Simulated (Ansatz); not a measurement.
# PbTe: band gap under strain

How does strain move the band edges of PbTe (rocksalt), and do the functionals agree on it? States: no strain; -4.0 % equal strain in all directions; -3.0 % equal strain in all directions.

The runs shown are made with Ansatz 0.2.0. PAW datasets, plane waves. Computed at 0 K without zero-point motion; spin polarisation is off.

## Step 1: Starting point

The unstrained cell was relaxed with r2SCAN; in each strained cell the atoms were relaxed again with r2SCAN. Names of k-points are those of the unstrained zone, where strain can split equivalent points. First state: no strain.

The symmetry is Fm-3m (No. 225, cubic); a = 6.536 Å in the conventional setting, 34.90 Å³ an atom. Around Pb lie 6 Te at 3.27 Å; around Te lie 6 Pb at 3.27 Å.

As a file:

```cif
data_structure
_symmetry_space_group_name_H-M 'Fm-3m'
_symmetry_Int_Tables_number 225
_cell_length_a 6.5357
_cell_length_b 6.5357
_cell_length_c 6.5357
_cell_angle_alpha 90.000
_cell_angle_beta 90.000
_cell_angle_gamma 90.000
_cell_volume 279.17
loop_
_atom_site_label
_atom_site_type_symbol
_atom_site_symmetry_multiplicity
_atom_site_Wyckoff_symbol
_atom_site_fract_x
_atom_site_fract_y
_atom_site_fract_z
_atom_site_occupancy
Pb1 Pb 4 a 0.00000 0.00000 0.00000 1
Te1 Te 4 b 0.50000 0.00000 0.00000 1
```

## Step 2: No strain: PBE

input.yaml reads:

```yaml
crystal:
  lattice:
    - [0.0, 3.2678368488, 3.2678368488]
    - [3.2678368488, 0.0, 3.2678368488]
    - [3.2678368488, 3.2678368488, 0.0]
  atoms:
    - { symbol: Pb, position: [0.0, 0.0, 0.0] }
    - { symbol: Te, position: [0.5, 0.5, 0.5] }
kpoints:
  mp_grid: { grid: [8, 8, 8] }
  band_path:
    path:
      - [0.0, 0.0, 0.0]
      - [0.5, 0.0, 0.5]
      - [0.625, 0.25, 0.625]
      - [0.375, 0.375, 0.75]
      - [0.5, 0.5, 0.5]
      - [0.5, 0.25, 0.75]
      - [0.0, 0.0, 0.5]
    npoints: 1
hamiltonian:
  xc: pbe
scf:
  occupations: { method: fermi_dirac, width: 0.02 }
  n_extra_bands: 4
output:
  forces: true
  stress: true
  eigenvalues: true
```

Launch:

```
$ ansatz run input.yaml --threads 2 --pin off --max-ram 20275MiB --backend cpu --events-out ev --progress --plain --runs-dir out
```

After this run come: No strain: r2SCAN; No strain: HSE06; No strain: r2SCAN+SOC; No strain: r2SCAN; No strain: G0W0@PBE; -4.0 % equal strain in all directions: PBE; -4.0 % equal strain in all directions: r2SCAN; -4.0 % equal strain in all directions: HSE06; -4.0 % equal strain in all directions: r2SCAN+SOC; -4.0 % equal strain in all directions: r2SCAN; -4.0 % equal strain in all directions: G0W0@PBE; -3.0 % equal strain in all directions: PBE; -3.0 % equal strain in all directions: r2SCAN; -3.0 % equal strain in all directions: HSE06; -3.0 % equal strain in all directions: r2SCAN+SOC; -3.0 % equal strain in all directions: r2SCAN; -3.0 % equal strain in all directions: G0W0@PBE.

**Question.** What will these runs give?

The runs gave:

Least gap in eV (negative: overlap), with the change from the unstrained cell in brackets. G0W0 is on its own coarse mesh.

| state | volume change (%) | PBE | r2SCAN | HSE06 | G0W0 |
| --- | --- | --- | --- | --- | --- |
| no strain | +0.0 | 0.80 | 1.09 | 1.20 | 1.05 |
| -4.0 % equal strain in all directions | -11.5 | 0.51 (-0.29) | 0.79 (-0.30) | 0.86 (-0.34) | 0.69 (-0.36) |
| -3.0 % equal strain in all directions | -8.7 | 0.60 (-0.20) | 0.87 (-0.22) | 0.95 (-0.25) | 0.79 (-0.26) |

In words: With HSE06, of the states in the table -4.0 % equal strain in all directions shifts the gap most, by -0.342 eV. PBE and HSE06 differ by 0.40 eV on the unstrained gap, and by at most 0.06 eV on its change: PBE follows the response to strain far better than the gap itself. Spin-orbit coupling is left out of the table, though the cell holds Pb (Z = 82); in an element this heavy it can shift bands and gaps by tenths of an eV. No extrapolation in bands, cutoff or mesh was made for G0W0.
